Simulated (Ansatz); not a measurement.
## Two-dimensional strain map in Ga

Computed with DFT r2SCAN, scalar-relativistic, plane waves, PAW (Ansatz 0.2.0). Settings: plane waves to 500 eV, k-mesh 24×24×24 (Γ-centred), Gaussian smearing 0.15 eV. No spin polarisation. Energies are free energies at this smearing, counted from the undisturbed cell; pressure is positive in compression.

The undisturbed cell (as given, not relaxed at this level; it stands at 0.9 GPa; this form isn't the usual structure):

```yaml
crystal:
  lattice:
    - [-1.40400, 1.40400, 2.22900]
    - [1.40400, -1.40400, 2.22900]
    - [1.40400, 1.40400, -2.22900]
  atoms:
    - { symbol: Ga, position: [0.00000, 0.00000, 0.00000] }
```

The cell is strained by p along both x and y and by q along z, fractional coordinates fixed. Points are written (p, q).

Energy above the undisturbed cell in meV/atom (a dash: not computed):

```
 p \ q  -0.030  -0.015  0.000  0.015  0.030
-0.030    39.7    28.3   19.5   13.1    8.4
-0.015    19.4    11.6    5.7      –    0.2
 0.000     6.7     2.6    0.0   -1.2   -0.7
 0.015     0.5       –    0.2      –    5.0
 0.030     0.7     2.2    5.3   10.0   15.7
```

Pressure in GPa:

```csv
p \ q,-0.030,-0.015,0.000,0.015,0.030
-0.030,8.0,6.7,5.4,4.3,3.3
-0.015,5.3,4.0,3.0,–,1.1
0.000,3.0,1.9,0.9,0.0,-0.8
0.015,1.0,–,-0.8,–,-2.3
0.030,-0.8,-1.6,-2.3,-2.9,-3.6
```